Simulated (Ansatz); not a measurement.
SiO2: gradients before and after relaxing the atoms

Start: a structure deposited in the COD, atoms as given.

Space group P4_12_12 (No. 92); a = 4.9820, c = 6.9630 Å.

| site | Wyckoff | site symmetry | x | y | z |
| --- | --- | --- | --- | --- | --- |
| Si | 4a | ..2 | 0.2990 | 0.2990 | 0.0000 |
| O | 8b | 1 | 0.2399 | 0.1035 | 0.1781 |

One atom of each set is listed.

The numbers come from a DFT calculation in Ansatz (PBE, plane waves and PAW (field gradients read without the response of the frozen cores, which leaves them typically 4 to 6 % off), scalar-relativistic, 420 eV cutoff, Γ-centred 5×5×4 k-points, Fermi–Dirac smearing 0.02 eV).

The largest force at the start is 0.41 eV/Å. Relaxing the ions at fixed cell moves them by 0.067 Å at most (atom 6, O) and 0.058 Å rms.

| site | moved (Å) | first shell before | first shell after | V_zz before (10²¹ V/m²) | η before |
| --- | --- | --- | --- | --- | --- |
| Si | 0.035 | 4 O at 1.60–1.61 Å | 4 O at 1.63 Å | -0.24 | 0.60 |
| O | 0.067 | 2 Si at 1.60–1.61 Å, angle 147° | 2 Si at 1.63 Å, angle 143° | 9.50 | 0.14 |

(1) What are V_zz and η after the relaxation?

Results:

(1) 

| site | V_zz after | η after | change of V_zz |
| --- | --- | --- | --- |
| Si | -0.35 | 0.75 | -0.11 |
| O | 9.80 | 0.18 | +0.30 |

The largest change of V_zz is on O, from 9.50 to 9.80. In per cent, |V_zz| changes by +3 on O (all sites that start above 0.5). Where |V_zz| stays above 0.1, η moves most on Si, from 0.60 to 0.75.
